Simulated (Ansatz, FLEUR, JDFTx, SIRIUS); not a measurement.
# BP: programs and potentials compared

```
P B
1.0
     0.00000    2.26900    2.26900
     2.26900    0.00000    2.26900
     2.26900    2.26900    0.00000
P B
1 1
Direct
  0.75000 0.75000 0.75000
  0.00000 0.00000 0.00000
```

Alike in all runs: task equation of state; functional RPBE; k mesh 10 × 10 × 10; occupations fermi-dirac, width 0.05 eV; no spin polarisation; no spin-orbit coupling.

```csv
program and potentials,plane-wave cutoff (eV),notes,equilibrium volume (Å³/atom),bulk modulus (GPa)
"Ansatz, Ansatz PAW",420,"potentials made for PBE, which Ansatz adapts in part",11.97,155.3
"JDFTx, PseudoDojo-SR-PBE-0.5-standard",1034,potentials made for PBE,11.82,157.6
"SIRIUS, all-electron FP-LAPW, apw+lo standard",-,-,11.97,154.7
"FLEUR, all-electron, FLAPW",-,-,11.96,155.5
```

The equilibrium volume spans 11.82 (JDFTx, PseudoDojo-SR-PBE-0.5-standard) to 11.97 Å³/atom (Ansatz, Ansatz PAW), with all-electron results at 11.96 to 11.97. The bulk modulus spans 154.7 (SIRIUS, all-electron FP-LAPW, apw+lo standard) to 157.6 GPa (JDFTx, PseudoDojo-SR-PBE-0.5-standard), with all-electron results at 154.7 to 155.5. Some sets were made for another functional than the one run, which can shift their rows.

Differences between rows come from potentials, basis sets and numerical settings, since the functional is the same but for its coding. Runs on potential files found faulty are left out.
